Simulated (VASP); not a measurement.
Wanted: the native input for a VASP 6.6.1 run.

* Task: band structure
* Functional: PBE
* Potentials or basis: VASP PAW PBE potentials, release 64 (Al, P)
* Cutoff: 600 eV
* k mesh: 10 × 10 × 10
* Occupations: gaussian, width 0.02 eV
* Spin: no spin polarisation
* Further INCAR settings: ALGO = Normal; EDIFF = 1e-06

Crystal: AlP.

```
Al P
1.0
     0.00000    2.75287    2.75287
     2.75287    0.00000    2.75287
     2.75287    2.75287    0.00000
Al P
1 1
Direct
  0.00000 0.00000 0.00000
  0.25000 0.25000 0.25000
```

The cell is a database's computed one.

The input as run:

POSCAR

```
AlP                                     
1.0
    0.0000000000      2.7528708547      2.7528708547
    2.7528708547      0.0000000000      2.7528708547
    2.7528708547      2.7528708547      0.0000000000
  Al              P             
     1     1
Direct
     0.0000000000000000    0.0000000000000000    0.0000000000000000
     0.2500000000000000    0.2500000000000000    0.2500000000000000
```

INCAR.step1

```
SYSTEM = AlP
  ALGO = Normal
  EDIFF = 1E-6
  ENCUT = 600
  GGA = PE
  ISIF = 2
  ISMEAR = 0
  KPAR = 2
  LASPH = .True.
  LCHARG = .True.
  LREAL = .False.
  LWAVE = .False.
  NELM = 120
  PREC = Accurate
  SIGMA = 0.02
```

KPOINTS.step1

```
k-points
0
Gamma
  10 10 10
  0 0 0
```

INCAR.step2

```
SYSTEM = AlP
  ALGO = Normal
  EDIFF = 1E-6
  ENCUT = 600
  GGA = PE
  ICHARG = 11
  ISIF = 2
  ISMEAR = 0
  KPAR = 2
  LASPH = .True.
  LCHARG = .False.
  LREAL = .False.
  LWAVE = .False.
  NELM = 120
  PREC = Accurate
  SIGMA = 0.05
```

KPOINTS.step2

```
path GXWKGLUWLK,UX
20
line-mode
reciprocal
 0.0000000000  0.0000000000  0.0000000000  G
 0.5000000000  0.0000000000  0.5000000000  X

 0.5000000000  0.0000000000  0.5000000000  X
 0.5000000000  0.2500000000  0.7500000000  W

 0.5000000000  0.2500000000  0.7500000000  W
 0.3750000000  0.3750000000  0.7500000000  K

 0.3750000000  0.3750000000  0.7500000000  K
 0.0000000000  0.0000000000  0.0000000000  G

 0.0000000000  0.0000000000  0.0000000000  G
 0.5000000000  0.5000000000  0.5000000000  L

 0.5000000000  0.5000000000  0.5000000000  L
 0.6250000000  0.2500000000  0.6250000000  U

 0.6250000000  0.2500000000  0.6250000000  U
 0.5000000000  0.2500000000  0.7500000000  W

 0.5000000000  0.2500000000  0.7500000000  W
 0.5000000000  0.5000000000  0.5000000000  L

 0.5000000000  0.5000000000  0.5000000000  L
 0.3750000000  0.3750000000  0.7500000000  K

 0.6250000000  0.2500000000  0.6250000000  U
 0.5000000000  0.0000000000  0.5000000000  X
```

Potentials or basis: VASP PAW PBE potentials, release 64 (Al, P).

The run is started by

```sh
$ cat potpaw_PBE.64/Al/POTCAR potpaw_PBE.64/P/POTCAR > POTCAR
$ cp INCAR.step1 INCAR
$ cp KPOINTS.step1 KPOINTS
$ mpirun -np 2 vasp_std > vasp.out
$ cp INCAR.step2 INCAR
$ cp KPOINTS.step2 KPOINTS
$ mpirun -np 2 vasp_std > vasp.out
```

It gave:

| Item | Value |
| --- | --- |
| Band gap on the k mesh | 1.63 eV, indirect (least direct gap 3.09 eV) |
| Band gap along the path | 1.63 eV, indirect (least direct gap 3.09 eV) |

Caveat: the log is that of the step along the path at fixed density, whose energy, stress, charges and moments have no meaning.

It took 23 s on 2 MPI ranks on Intel(R) Xeon(R) Platinum 8488C (Sapphire Rapids) (shared host), peak memory 0.22 GiB a rank.
